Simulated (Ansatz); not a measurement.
# Si: the cost of one run

Computed with Ansatz 0.2.0 (DFT LDA, scalar-relativistic, plane waves, PAW, unless a step's input says otherwise).

19 further runs of the same task are left out: 19 set aside as unsound or not needed.

## (1) The starting structure

The structure is trigonal, space group P3m1 (No. 156). The conventional cell has a = 3.820 Å, b = 3.820 Å, c = 20.877 Å, α = 90.00°, β = 90.00°, γ = 120.00°. Around Si (site symmetry 3m) lie 3 Si at 2.34 Å. Around Si (site symmetry 3m) lie 4 Si at 2.34 to 2.46 Å. Around Si (site symmetry 3m) lie 4 Si at 2.30 to 2.46 Å. Si (site symmetry 3m) is surrounded by 3 Si at 2.30 Å. Around Si (site symmetry 3m) lie 1 Si at 3.27 Å.

Coordinates:

```
CELL_PARAMETERS angstrom
3.81975 0.00000 0.00000
-1.90988 3.30800 0.00000
0.00000 0.00000 20.87747
ATOMIC_POSITIONS crystal
Si 0.33333 0.66667 0.19159
Si 0.00000 0.00000 0.22894
Si 0.00000 0.00000 0.34659
Si 0.66667 0.33333 0.37732
Si 0.66667 0.33333 0.53395
```

This is the geometry of the first run shown, built on a cell relaxed beforehand with the same method.

## (2) Plan of the line

Atoms count from 1 in the order of the input.

Si is moved along a line over the surface and along the normal, above a rigid substrate.

First coordinate, position of Si5 along the long diagonal of the hexagonal surface cell, from above Si4: 9 values from 0.00 to 5.88 Å, periodic. Second coordinate, height of Si5 above the plane of Si4: 8 values from −0.19 to 3.97 Å.

Nothing else is relaxed. Points are written as (first, second).

## (3) Point (0.00 Å, 3.27 Å)

The cell repeats along c, and a dipole correction in the vacuum removes the field between the copies.

The input, input.yaml:

```yaml
crystal:
  lattice:
    - [3.8197534856, 0.0, 0.0]
    - [-1.9098767428, 3.3080035547, 0.0]
    - [0.0, 0.0, 20.8774703619]
  atoms:
    - { symbol: Si, position: [0.3333333333, 0.6666666667, 0.1915940931] }
    - { symbol: Si, position: [0.0, 0.0, 0.2289407592] }
    - { symbol: Si, position: [0.0, 0.0, 0.3465910495] }
    - { symbol: Si, position: [0.6666666667, 0.3333333333, 0.3773191975] }
    - { symbol: Si, position: [0.6666666667, 0.3333333333, 0.5339473686], spin: 2.0 }
basis:
  ecutwfc: 420
kpoints:
  mp_grid: { grid: [9, 9, 1] }
hamiltonian:
  xc: lda
scf:
  occupations: { method: gaussian, width: 0.05 }
output:
  forces: true
  eigenvalues: true
  populations: true
magnetization:
  spin_polarized: true
efield:
  axis: 3
  dipole_correction: true
  ramp_width: 0.04
```

Launch:

```bash
> ansatz run input.yaml --threads 1 --pin off --max-ram 3072MiB --backend cpu --events-out ev --progress --plain --runs-dir out
```

**Question.** How long does this run take on 1 thread of Intel Xeon 6975P-C (Granite Rapids), shared host, and how much memory does it need?

About 9 s, with a peak of 0.46 GiB.
